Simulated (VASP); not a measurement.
Crystal: Al2ZnO4 (Gahnite).

```xyz
14
Lattice="0.0000 4.0427 4.0427 4.0427 0.0000 4.0427 4.0427 4.0427 0.0000" Properties=species:S:1:pos:R:3 pbc="T T T"
Al    1.0107    1.0107    1.0107
Al    1.0107    3.0320    3.0320
Al    3.0320    3.0320    1.0107
Al    3.0320    1.0107    3.0320
Zn    6.0640    6.0640    6.0640
Zn    4.0427    4.0427    4.0427
O     7.1912    7.1912    7.1912
O     2.9156    5.1698    5.1698
O     4.9369    4.9369    7.1912
O     5.1698    2.9156    5.1698
O     7.1912    4.9369    4.9369
O     2.9156    2.9156    2.9156
O     4.9369    7.1912    4.9369
O     5.1698    5.1698    2.9156
```

| Property | Result |
| --- | --- |
| Program | VASP 6.6.1 |
| Task | relaxation of cell and atoms |
| Functional | LDA |
| Potentials or basis | VASP PAW LDA potentials, release 64 (Al, Zn, O) |
| Cutoff | 600 eV |
| k mesh | 6 × 6 × 6 |
| Occupations | gaussian, width 0.03 eV |
| Spin | no spin polarisation |

At the start: pressure -5.3 GPa; volume 9.44 Å³/atom.

**Question.** Where does the relaxation end?

**Answer.** Over 6 steps the energy falls by 4.5 meV/atom and the volume is 9.19 Å³/atom (-2.7 %); space group Fd-3m (No. 227, to 0.05 Å).

The path:
| step | energy change (eV) | largest force (eV/Å) | pressure (GPa) | volume (Å³) |
| --- | --- | --- | --- | --- |
| 1 | 0.0000 | 0.1607 | -5.25 | 132.14 |
| 2 | -0.0312 | 0.1043 | 4.00 | 126.31 |
| 3 | -0.0614 | 0.1329 | 0.07 | 128.70 |
| 4 | -0.0614 | 0.1323 | 0.31 | 128.60 |
| 5 | -0.0625 | 0.0916 | 0.00 | 128.63 |
| 6 | -0.0634 | 0.0022 | 0.13 | 128.62 |

Final structure:
```xyz
14
Lattice="0.0000 4.0064 4.0064 4.0064 0.0000 4.0064 4.0064 4.0064 0.0000" Properties=species:S:1:pos:R:3 pbc="T T T"
Al    1.0016    1.0016    1.0016
Al    1.0016    3.0048    3.0048
Al    3.0048    3.0048    1.0016
Al    3.0048    1.0016    3.0048
Zn    6.0097    6.0097    6.0097
Zn    4.0064    4.0064    4.0064
O     7.1218    7.1218    7.1218
O     2.8942    5.1186    5.1186
O     4.8975    4.8975    7.1218
O     5.1186    2.8942    5.1186
O     7.1218    4.8975    4.8975
O     2.8942    2.8942    2.8942
O     4.8975    7.1218    4.8975
O     5.1186    5.1186    2.8942
```
